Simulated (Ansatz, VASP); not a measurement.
One calculation of HfC, two programs

Contents of INCAR:

```
SYSTEM = HfC
PREC = Accurate
ENCUT = 520
EDIFF = 1E-7
ISMEAR = -1
SIGMA = 0.05
LREAL = .FALSE.
LASPH = .TRUE.
NELM = 100
ALGO = Normal
ISIF = 2
LWAVE = .FALSE.
LCHARG = .FALSE.
GGA = PS
NBANDS = 14
```

Contents of KPOINTS:

```
regular mesh
0
G
  10 10 10
  0 0 0
```

File POSCAR:

```
HfC
1.0
    0.0000000000      2.3486046661      2.2785000000
    2.3486046661      0.0000000000      2.2785000000
    2.3486046661      2.3486046661      0.0000000000
Hf C
1 1
Direct
    0.5000000000      0.5000000000      0.5000000000
    0.0000000000      0.0000000000      0.0000000000
```

input.yaml

```yaml
crystal:
  lattice:
    - [0.0, 2.3486046661, 2.2785]
    - [2.3486046661, 0.0, 2.2785]
    - [2.3486046661, 2.3486046661, 0.0]
  atoms:
    - { symbol: Hf, position: [0.5, 0.5, 0.5] }
    - { symbol: C, position: [0.0, 0.0, 0.0] }
kpoints:
  mp_grid: { grid: [10, 10, 10] }
  band_path:
    path:
      - [0.0, 0.0, 0.0]
      - [0.0, 0.5, 0.5]
      - [0.2656206173, 0.5, 0.7656206173]
      - [0.3828103086, 0.3828103086, 0.7656206173]
      - [0.0, 0.0, 0.0]
      - [-0.5, -0.5, 0.0]
      - [-0.3828103086, -0.3828103086, 0.2343793827]
      - [0.0, 0.0, 0.5]
    npoints: 8
scf:
  occupations: { method: fermi_dirac, width: 0.05 }
hamiltonian:
  xc: pbesol
  pseudopotentials: { kind: all_electron, lapw: { basis_error: 0.001 } }
output:
  forces: true
  stress: true
  eigenvalues: true
```

Change from the starting cell: strain_z_fixed_volume = -0.02.

Alike in both runs: functional PBEsol; k mesh 10 × 10 × 10; occupations fermi-dirac, width 0.05 eV; no spin polarisation.

|  | VASP | Ansatz |
| --- | --- | --- |
| version | VASP 6.6.1 | Ansatz 0.2.0 |
| potentials or method | VASP PAW PBE potentials, release 64 (Hf_pv, C) | all-electron LAPW, scalar-relativistic |
| plane-wave cutoff (eV) | 520 | see its input |
| task | single point | band structure |

Ansatz gave:

```
gap on the k mesh at the Fermi level (eV)       : none
pressure (GPa)                                  : -6.1
largest component of the traceless stress (GPa) : 8.07
```

Q: Which values does VASP return?

A: gap on the k mesh at the Fermi level (eV): none; pressure (GPa): -6.5; largest component of the traceless stress (GPa): 8.20.

A gap of «none» marks a metal or a gap that the smearing closes. Ansatz ran all-electron here, so the differences hold the error of VASP's frozen core and of both bases.

Caveats: the PAW data sets were made with another functional, which shifts forces and pressure a little (VASP); spin-orbit coupling is left out, which moves the levels of the heavy elements (Ansatz). The runs have no spin-orbit coupling, so splittings on Hf are missing.
